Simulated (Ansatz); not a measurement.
# 1T-VBrI monolayer in a perpendicular field

What dipole does a perpendicular field induce in the 1T-VBrI monolayer, and does the gap follow? A positive field points along +c.

Main program and level: Ansatz 0.2.0; plane-wave DFT, PBE-D3(BJ), Ansatz PAW.

## (1) The structure

The cell holds 3 atoms: 1 I, 1 V and 1 Br. Cell: a = 3.908 Å, b = 3.908 Å, c = 37.398 Å, α = 90.0°, β = 90.0°, γ = 120.0°. Vacuum lies along c.

## (2) Relaxation

The starting cell is a guess, so the in-plane lattice and the atoms are relaxed first, with the slab cut off from its images along the normal.

Contents of input.yaml:

```yaml
crystal:
  lattice:
    - [3.9076655, 0.0, 0.0]
    - [-1.95383275, 3.3841375925, 0.0]
    - [0.0, 0.0, 37.3978810867]
  atoms:
    - { symbol: I, position: [0.6666666667, 0.3333333333, 0.4572451568] }
    - { symbol: V, position: [0.0, 0.0, 0.5043983402], spin: 1.0 }
    - { symbol: Br, position: [0.3333333333, 0.6666666667, 0.5427548432] }
  periodic: [true, true, false]
magnetization:
  spin_polarized: true
kpoints:
  mp_grid: { grid: [12, 12, 1] }
hamiltonian:
  xc: pbe
  dispersion: d3bj
scf:
  occupations: { method: fermi_dirac, width: 0.05 }
  convergence: { dr2_threshold: 1.0e-09 }
relax:
  f_tol: 0.004
  max_steps: 90
  cell: {}
output:
  write_potential: true
  write_density: true
  volumetric_format: npy
```

Launch:

```console
ansatz run input.yaml --threads 2 --pin off --max-ram 3072MiB --backend cpu --events-out ev --progress --plain --runs-dir out
```

Numbers of over 12 decimals in the logs are rounded to 6 here.

The program printed:

```text
Warning: relax.cell: scf.convergence.dr2_threshold = 1e-9 eV is looser than the 1.72231598699e-10 eV advised for a relaxation that steers and ends on the stress (1e-10 eV for each atom of the cell: 3, times the square of relax.cell.stress_2d_tol = 0.05 N/m over 13.2 Å (the atoms' height at the walk's start and 5 Å past either face), 3.788e-2 GPa, over a crystal's default 0.05). What an SCF threshold leaves in a stress goes as its square root, and in the free energy as the threshold itself, and one threshold admits the most on a small cell: [figures from the program's tests cut] Set scf.convergence.dr2_threshold to 1.72231598699e-10 eV or tighter. [rest of the remark cut]
Engine: ansatz 0.2.0, x86_64-unknown-linux-gnu
Pseudopotentials: kind: paw
Pseudopotential: I, paw, valence charge 17, recommended cutoff 420 eV (normal), I.paw.azcp
Pseudopotential: V, paw, valence charge 13, recommended cutoff 420 eV (normal), V.paw.azcp
Pseudopotential: Br, paw, valence charge 7, recommended cutoff 420 eV (normal), Br.paw.azcp
Functional definition: PBE
  parameter kappa = 0.804
  parameter beta = 0.066725
  exchange = pbe_x(kappa = kappa, mu = beta*pi^2/3)
  correlation = pbe_c(beta = beta)
Crystal: 3 atoms, lattice volume = 494.552 Å³
Basis set: ecut = 420 eV, 9797 PW (Γ), exchange–correlation on 54×54×500 points (8 copies of the dense FFT grid, shifted against one another)
Bands: 23, of which v1, the nominal top of the filled ones, is band 19 counted from 1 (18 counted from 0)
Symmetry: 6 space group operations
Space group: P3m1 (ITA 156), of the structure as read, at distance tolerance 7.9e-5 Å
Magnetic group: BNS 156.49 (UNI 1279), of the structure as read, at distance tolerance 7.9e-5 Å
k-points: 19 of 144 (time reversal used)
Non-local potential: I, projectors of the file, l = 0: 2, l = 1: 2, l = 2: 2, l = 3: 2
Non-local potential: V, projectors of the file, l = 0: 3, l = 1: 2, l = 2: 3, l = 3: 1
Non-local potential: Br, projectors of the file, l = 0: 2, l = 1: 2, l = 2: 2
PAW form: soft (Blöchl's): semilocal exchange-correlation on the pseudo side does not see the compensation charge
PAW one-centre angular grid: I, 590 points (default); XC on 64 Gauss nodes
PAW one-centre angular grid: V, 590 points (default); XC on 64 Gauss nodes
PAW one-centre angular grid: Br, 110 points (default); XC on 64 Gauss nodes
Initial density: superposition of atomic densities (neutral atoms: chi_scale 0, normalization atom)
Starting moments: Σ|m| = 1 μB on 1 of 3 sites
Initial wavefunctions: pseudopotential atomic-orbital guess
Functional: x = pbe(κ = 0.804, μ = 0.219515), c = pbe(β = 0.066725)
iter 1 solved again at ethr=2.07e-3 eV; its pass at ethr=3.10e-3 eV (dr2=7.67e-1 eV) is discarded
SCF iter   1: F=—  HF=-13209.536320 eV  |F-HF|=—  |Δ(HF+E_count)|=         —  Δρ=1.07e-2 (↑1.07e-2 ↓4.66e-3)  dr2=7.83e-1  dr2_m=1.41e-1  M=1.345 μB ∫|m|=1.353 μB  β_m=0.30  ethr=2.07e-3  ⟨swp⟩=1.1  Hψ=8377  notcnv=0
Mixer restart at iter 1: flushing history
preconditioner: auto → LDOS  [metal: Δε(μ)=0.028 eV  Ē_g=6.356 eV  σ=0.050 eV  W_gap=0.14  n_scr=20 (ndim 8)  ℏωp=6.9 eV  f_vac=0.803  D(μ)=7.28/eV (n_scr^D=18)]
spin=Collinear: LDOS preconditioning applied to the charge; magnetization (m = ρ↑ − ρ↓) channel mixes plain (no charge-response kernel on spin).
SCF iter   2: F=—  HF=-13209.844044 eV  |F-HF|=—  |Δ(HF+E_count)|=   3.08e-1  Δρ=8.64e-3 (↑8.64e-3 ↓4.83e-3)  dr2=2.42e-1  dr2_m=1.46e-1  M=1.522 μB ∫|m|=1.529 μB  β_m=0.65  ethr=2.07e-3  ⟨swp⟩=3.3  Hψ=1201  notcnv=0
SCF iter   3: F=—  HF=-13211.450442 eV  |F-HF|=—  |Δ(HF+E_count)|=         —  Δρ=1.69e-2 (↑1.69e-2 ↓1.59e-2)  dr2=4.77e-2  dr2_m=1.21e0  M=3.000 μB ∫|m|=3.056 μB  β_m=1.00  ethr=6.54e-4  ⟨swp⟩=4.4  Hψ=2150  notcnv=0  κ⁻¹=1.0e0(r=1)
SCF iter   4: F=—  HF=-13211.140318 eV  |F-HF|=—  |Δ(HF+E_count)|=   3.10e-1  Δρ=2.32e-3 (↑1.42e-3 ↓2.32e-3)  dr2=5.49e-2  dr2_m=3.37e-3  M=3.000 μB ∫|m|=3.129 μB  β_m=0.65  ethr=1.35e-4  ⟨swp⟩=4.4  Hψ=2460  notcnv=0  defer=15
SCF iter   5: F=—  HF=-13211.131810 eV  |F-HF|=—  |Δ(HF+E_count)|=   8.51e-3  Δρ=2.51e-3 (↑2.51e-3 ↓9.49e-4)  dr2=1.52e-2  dr2_m=1.28e-2  M=3.000 μB ∫|m|=3.172 μB  β_m=0.57  ethr=1.35e-4  ⟨swp⟩=3.7  Hψ=2025  notcnv=0  defer=15
SCF iter   6: F=—  HF=-13211.129387 eV  |F-HF|=—  |Δ(HF+E_count)|=   2.42e-3  Δρ=9.77e-4 (↑9.77e-4 ↓4.02e-4)  dr2=4.63e-3  dr2_m=2.04e-3  M=3.000 μB ∫|m|=3.173 μB  β_m=0.67  ethr=4.11e-5  ⟨swp⟩=3.6  Hψ=2073  notcnv=0  defer=15
SCF iter   7: F=—  HF=-13211.129678 eV  |F-HF|=—  |Δ(HF+E_count)|=   2.91e-4  Δρ=4.45e-4 (↑4.45e-4 ↓3.17e-4)  dr2=3.33e-3  dr2_m=5.10e-4  M=3.000 μB ∫|m|=3.175 μB  β_m=0.54  ethr=1.25e-5  ⟨swp⟩=3.1  Hψ=1941  notcnv=0  defer=15
SCF iter   8: F=—  HF=-13211.129106 eV  |F-HF|=—  |Δ(HF+E_count)|=   5.72e-4  Δρ=1.14e-4 (↑1.14e-4 ↓7.62e-5)  dr2=2.48e-4  dr2_m=2.84e-5  M=3.000 μB ∫|m|=3.176 μB  β_m=0.72  ethr=9.01e-6  ⟨swp⟩=2.6  Hψ=1264  notcnv=0  defer=15
SCF iter   9: F=—  HF=-13211.129058 eV  |F-HF|=—  |Δ(HF+E_count)|=   4.81e-5  Δρ=2.46e-5 (↑2.46e-5 ↓2.35e-5)  dr2=5.76e-5  dr2_m=8.27e-7  M=3.000 μB ∫|m|=3.179 μB  β_m=0.60  ethr=6.70e-7  ⟨swp⟩=2.6  Hψ=1409  notcnv=0  defer=16
SCF iter  10: F=—  HF=-13211.129052 eV  |F-HF|=—  |Δ(HF+E_count)|=   6.38e-6  Δρ=1.08e-5 (↑9.14e-6 ↓1.08e-5)  dr2=5.68e-6  dr2_m=1.89e-7  M=3.000 μB ∫|m|=3.179 μB  β_m=0.55  ethr=1.56e-7  ⟨swp⟩=3.0  Hψ=1355  notcnv=0  defer=16
SCF iter  11: F=—  HF=-13211.129051 eV  |F-HF|=—  |Δ(HF+E_count)|=   1.31e-6  Δρ=3.53e-6 (↑3.53e-6 ↓2.90e-6)  dr2=8.12e-8  dr2_m=4.06e-8  M=3.000 μB ∫|m|=3.180 μB  β_m=0.61  ethr=1.54e-8  ⟨swp⟩=2.9  Hψ=1415  notcnv=0  defer=16
SCF iter  12: F=—  HF=-13211.129051 eV  |F-HF|=—  |Δ(HF+E_count)|=   9.54e-8  Δρ=1.21e-6 (↑1.21e-6 ↓1.02e-6)  dr2=3.52e-9  dr2_m=5.13e-9  M=3.000 μB ∫|m|=3.180 μB  β_m=0.72  ethr=2.19e-10  ⟨swp⟩=3.9  Hψ=2070  notcnv=0  defer=16
SCF iter  13: F=—  HF=-13211.129051 eV  |F-HF|=—  |Δ(HF+E_count)|=   2.32e-8  Δρ=3.68e-7 (↑3.68e-7 ↓2.79e-7)  dr2=1.70e-9  dr2_m=3.44e-10  M=3.000 μB ∫|m|=3.180 μB  β_m=0.71  ethr=9.52e-12  ⟨swp⟩=3.3  Hψ=1907  notcnv=0  defer=16
SCF iter  14: F=-13211.129051 eV  HF=-13211.129051 eV  |F-HF|=1.02e-10  |Δ(HF+E_count)|=  7.89e-10  Δρ=1.14e-7 (↑1.14e-7 ↓7.63e-8)  dr2=2.37e-10  dr2_m=2.57e-11  M=3.000 μB ∫|m|=3.180 μB  ethr=2.70e-12  ⟨swp⟩=8.3  Hψ=6203  notcnv=0
SCF 1 converged in 14 iterations: F = -13211.129051 eV  dr2 = 2.37e-10
  greatest PAW one-centre occupation: 0.999 electrons in one spin orbital (limit 2), on the V atom at site 1 (counted from 0), in its partial waves of l = 0
[...]
relax step   5: F+E_penalty+E_count = -13211.16540748 eV  Δ(F+E_penalty+E_count) = -8.755e-5 eV  max|allowed force component| = 1.926e-3 eV/Å  Δτ_max = 0.0033 Å  P = +0.016 N/m  Ω = 497.068 Å³  energy of the carried Pulay correction = -6.465e-5 eV  fix = [c, alpha, beta]  reactions: c +0.000 N/m  (7 SCF iters, accepted)
[...]
relax step   6: F+E_penalty+E_count = -13211.16540672 eV  Δ(F+E_penalty+E_count) = +7.585e-7 eV  max|allowed force component| = 5.017e-4 eV/Å  Δτ_max = 0.0001 Å  P = +0.008 N/m  Ω = 497.198 Å³  energy of the carried Pulay correction = -6.800e-5 eV  fix = [c, alpha, beta]  reactions: c +0.000 N/m  (6 SCF iters, accepted)
Initial wavefunctions: pseudopotential atomic-orbital guess (no wavefunctions were taken with the density)
iter 1 solved again at ethr=9.39e-7 eV; its pass at ethr=3.10e-3 eV (dr2=3.48e-4 eV) is discarded
SCF iter   1: F=—  HF=-13211.163308 eV  |F-HF|=—  |Δ(HF+E_count)|=         —  Δρ=2.78e-5 (↑2.78e-5 ↓2.71e-5)  dr2=3.17e-7  dr2_m=1.98e-8  M=3.000 μB ∫|m|=3.181 μB  β_m=0.65  ethr=9.39e-7  ⟨swp⟩=5.4  Hψ=10300  notcnv=0
eigensolver tolerance schedule: the retry pair's looser diagonalisation over-reported the residual by 1095.35 of it (diagonalisation noise at 0.50 of the residual, at the tolerance the schedule requests for it); recorded, not acted on — ethr = c·dr2/N_el stays at c = 1.0e-1
preconditioner: auto → Resta (q_TF=auto, 1.769 Å⁻¹)  ε∞=1.8  [insulator: Δε(μ)=1.250 eV  Ē_g=8.259 eV  σ=0.050 eV  W_gap=1.00  n_scr=20 (ndim 8)  ℏωp=7.3 eV  f_vac=0.811  D(μ)=0.00/eV (n_scr^D=0)  ε∞_Penn≈1.8  vacuum switching on, ρ_ref=4.9e-3 e/Å³]
spin=Collinear: Resta preconditioning applied to the charge; magnetization (m = ρ↑ − ρ↓) channel mixes plain (no charge-response kernel on spin).
SCF iter   2: F=—  HF=-13211.164960 eV  |F-HF|=—  |Δ(HF+E_count)|=   1.65e-3  Δρ=9.74e-6 (↑9.74e-6 ↓9.53e-6)  dr2=4.31e-8  dr2_m=2.64e-9  M=3.000 μB ∫|m|=3.181 μB  β_m=0.63  ethr=8.57e-10  ⟨swp⟩=4.9  Hψ=2678  notcnv=0
SCF iter   3: F=—  HF=-13211.165457 eV  |F-HF|=—  |Δ(HF+E_count)|=   4.97e-4  Δρ=1.05e-6 (↑1.05e-6 ↓7.63e-7)  dr2=3.27e-9  dr2_m=5.08e-10  M=3.000 μB ∫|m|=3.181 μB  β_m=0.59  ethr=1.16e-10  ⟨swp⟩=3.9  Hψ=1932  notcnv=0
iter 4 met the thresholds in force, and the SCF goes on: an eigenvalue changes by 0.41 meV, over its tolerance of 0.06 meV (output.eigenvalues, Limitations)
SCF iter   4: F=-13211.165471 eV  HF=-13211.165470 eV  |F-HF|=1.08e-6  |Δ(HF+E_count)|=   1.30e-5  Δρ=1.68e-7 (↑1.68e-7 ↓1.56e-7)  dr2=4.63e-10  dr2_m=8.82e-12  M=3.000 μB ∫|m|=3.181 μB  β_m=0.61  ethr=2.70e-12  ⟨swp⟩=15.4  Hψ=7482  notcnv=0
iter 5 met the thresholds in force, and the SCF goes on: an eigenvalue changes by 0.17 meV, over its tolerance of 0.05 meV (output.eigenvalues, Limitations)
SCF iter   5: F=-13211.165471 eV  HF=-13211.165471 eV  |F-HF|=6.47e-8  |Δ(HF+E_count)|=   1.01e-6  Δρ=4.84e-8 (↑4.84e-8 ↓4.60e-8)  dr2=1.32e-10  dr2_m=2.44e-12  M=3.000 μB ∫|m|=3.181 μB  β_m=1.00  ethr=1.25e-12  ⟨swp⟩=7.8  Hψ=5382  notcnv=0
Mixer restart at iter 5: flushing history
SCF iter   6: F=-13211.165471 eV  HF=-13211.165471 eV  |F-HF|=1.66e-9  |Δ(HF+E_count)|=   6.50e-8  Δρ=1.00e-7 (↑1.00e-7 ↓7.61e-8)  dr2=1.66e-9  dr2_m=2.30e-12  M=3.000 μB ∫|m|=3.181 μB  β_m=1.00  ethr=1.00e-12  ⟨swp⟩=3.6  Hψ=1810  notcnv=0  κ⁻¹=1.0e0(r=1)
SCF iter   7: F=-13211.165471 eV  HF=-13211.165471 eV  |F-HF|=4.00e-11  |Δ(HF+E_count)|=  2.26e-10  Δρ=1.39e-8 (↑1.39e-8 ↓1.18e-8)  dr2=1.64e-11  dr2_m=5.30e-14  M=3.000 μB ∫|m|=3.181 μB  ethr=1.00e-12  ⟨swp⟩=8.4  Hψ=5632  notcnv=0
SCF 7 converged in 7 iterations: F = -13211.165471 eV  dr2 = 1.64e-11
relax step   7: F+E_penalty+E_count = -13211.16547093 eV  Δ(F+E_penalty+E_count) = -6.421e-5 eV  max|allowed force component| = 4.868e-4 eV/Å  Δτ_max = 0.0000 Å  P = +0.008 N/m  Ω = 497.198 Å³  fix = [c, alpha, beta]  reactions: c +0.000 N/m  stress off target by 7.78e-3 N/m on what of the cell is left free  SCF on the basis re-selected at this cell (its energy is not comparable with the rows above)  (7 SCF iters)
basis re-selected at this cell: Δ(F+E_penalty+E_count) = -6.421e-5 eV, ΔP = +0.000 N/m vs the last step (what re-selecting the basis moved, of the pressure what is left beyond the Pulay correction that the steps carried, after the strain that the cell walked since its last selection, with what the two solves' SCF thresholds leave and, on support functions, any second-order correction that the steps lacked; it is no m [...]
WARN: The output density's exchange-correlation potential varies sharply where the density is thin. Do not read a vacuum level from v_tot or v_xc, or from such a field of the output density. On a cell that repeats whose density bears no net charge and no dipole along the vacuum's axis use v_es (v_loc + v_h of the components); under efield.dipole_correction with no amplitude use v_es + v_field, which holds any externa [...]
SCF converged after 7 iterations
an eigenvalue changed by more than its tolerance at an iteration that met the thresholds in force, so the SCF went on 2 times, its first undamped step at iteration 5: the last check found none over its tolerance
Magnetization: 3.0000 μB (20.0000 up, 17.0000 down)
Absolute magnetization: 3.1824 μB (∫|ρ↑−ρ↓|, with the PAW one-centre terms)
Spin contamination: 0.0223 ħ² per cell (⟨S²⟩ above its minimum at these occupations)
Per-site moments (μB) at R_I (Å): [(-0.031944, 1.152900), (2.550921, 1.097502), (-0.014550, 1.097502)]
Free energy (F): -13211.165471 eV
Harris-Foulkes:  -13211.165471 eV  (|F-HF|=4.00e-11)
Internal energy: -13211.165469 eV  (E = F + TS)
E sigma→0 (E₀):  -13211.165470 eV
Entropy (-TS):   -0.000002 eV (-0.001 meV/atom)
Fermi energy:    -3.834608 eV
--- Per-component energies (eV) ---
  E_band       = -1079.049508
  E_kinetic    = 656.972473
  E_local      = -76868.446390  (includes V_loc(G=0)·N_el)
  E_nonlocal   = -58.620550
  E_hartree    = 38109.709809
  E_xc         = -521.022781
  E_vxc        = -394.853406  (∫ρ·V_xc dr)
  E_paw        = -8180.880233  (= ΣΔE_a)
  E_vpaw       = -633.521464  (= ΣTr[D̂ρ^β])
  E_aug_tail   = 0.000269  (compensation charges beyond the density's cutoff)
  E_ewald      = 33651.875849
  E_disp       = -0.753914  (pairwise vdW)
  E_smearing   = -0.000002  (= −TS)
  E_closure    = -0.000000  (closes the sum)
  Σ components = -13211.165471   (vs F -13211.165471, Δ=0.00e0)
--- Forces (eV/Å), atoms counted from 1 ---
  atom   1  I      0.00000000    -0.00000000    -0.00048693
  atom   2  V      0.00000000     0.00000000     0.00032513
  atom   3  Br     0.00000000     0.00000000     0.00016137
  max |Σ_I F_I| component: 4.28e-7 eV/Å
--- 2D stress c σ (N/m, compression-positive) ---
        0.007780       0.000000      -0.000000
        0.000000       0.007780      -0.000000
       -0.000000      -0.000000       0.000000
  P = ½ c Tr σ = 0.0078 N/m
--- Band table (eV; the first three rows and the last of 38) ---
  k-point 0 ↑: bands = [... 15 lower, -6.4247, -6.4247, -5.0649, -5.0649, -4.8147, -2.7683, -2.7683, -1.7078]
  k-point 1 ↑: bands = [... 15 lower, -6.8007, -6.5503, -5.0401, -4.9706, -4.7232, -2.9708, -2.8011, -1.4593]
  k-point 2 ↑: bands = [... 15 lower, -7.1110, -6.8207, -5.0837, -4.7958, -4.5722, -3.2165, -2.8575, -0.9024]
  k-point 18 ↓: bands = [... 15 lower, -7.9434, -7.6395, -2.1576, -1.9978, -1.9877, -1.8045, -1.5187, 0.7951]
  the weakly bound empty levels are not read free of the cell's end (no_gap_told)
--- Relaxed structure (6 steps of the walk, 6 accepted, 1 SCFs on fresh bases) ---
  F+E_penalty+E_count = -13211.16547093 eV   max|allowed force component| = 4.868e-4 eV/Å   (the final SCF, on the basis selected at the relaxed cell)
  cell:  # Å, volume = 497.1983 Å³
    - [3.918104, 0.0, 0]
    - [-1.959052, 3.393178, 0]
    - [0, 0, 37.3978810867]
  atoms:
    - { symbol: I, position: [0.666667, 0.333333, 0.459721] }
    - { symbol: V, position: [-1.3910243448411631e-18, 0, 0.503613] }
    - { symbol: Br, position: [0.333333, 0.666667, 0.541064] }
```

It took 3.4 min on 2 threads of Intel Xeon Platinum 8488C (Sapphire Rapids), shared host; peak memory 0.95 GiB.

The steps of the relaxation:

| step | energy less that of the first step (eV) | largest force component (eV/Å) | volume (Å³) |
| --- | --- | --- | --- |
| 1 | 0.0000 | 0.5351 | 494.55 |
| 2 | -0.0161 | 0.3862 | 498.94 |
| 3 | -0.0359 | 0.0802 | 496.85 |
| 4 | -0.0363 | 0.0346 | 496.90 |
| 5 | -0.0364 | 0.0019 | 497.07 |
| 6 | -0.0364 | 0.0005 | 497.20 |
| 7* | -0.0364 | 0.0005 | 497.20 |

Relaxation steps marked * repeat the geometry before them on a plane-wave basis chosen anew for their cell, so energy and pressure can jump there.

Forces are held to the 6 operations that the run works with; a distortion that breaks them can't arise in this run.

| cell as run | before | after | change |
| --- | --- | --- | --- |
| a (Å) | 3.908 | 3.918 | +0.3 % |
| b (Å) | 3.908 | 3.918 | +0.3 % |

The atoms that moved most (Å, along periodic axes as changes of fractional coordinates times the final cell, across vacuum about the mean position):

| atom | dx | dy | dz | length |
| --- | --- | --- | --- | --- |
| I1 | 0.000 | 0.000 | 0.093 | 0.093 |
| Br3 | 0.000 | 0.000 | -0.063 | 0.063 |
| V2 | 0.000 | 0.000 | -0.029 | 0.029 |

The relaxed structure:

```
I V Br
1.0
     3.91810    0.00000    0.00000
    -1.95905    3.39318    0.00000
     0.00000    0.00000   37.39788
I V Br
1 1 1
Direct
  0.66667 0.33333 0.45972
  0.00000 0.00000 0.50361
  0.33333 0.66667 0.54106
```

Numbers from this step:

* total moment: 3.000 μB
* site moments: -0.03194, 2.551, -0.01455 μB

Site moment by atom:

| atom | site moment (μB) |
| --- | --- |
| I1 | -0.03 |
| V2 | 2.55 |
| Br3 | -0.01 |

The lattice constant a goes from 3.908 to 3.918 Å.

(Continued in part 2 of 2.)

[Logs are printed without paths, hosts, clocks, repeated set-up lines and the standing remarks that a program may print on its own settings, such as how far it seeks lower states.]

[Hosts, paths, dates, database ids (printed as entryN), source tags and the programs' standing remarks are cut or masked in the printed files.]

[Maps of the electrostatic potential energy from Ansatz leave out the sawtooth potential of an applied field or a dipole correction, so their vacuum need not be flat; planar profiles and work functions include it.]
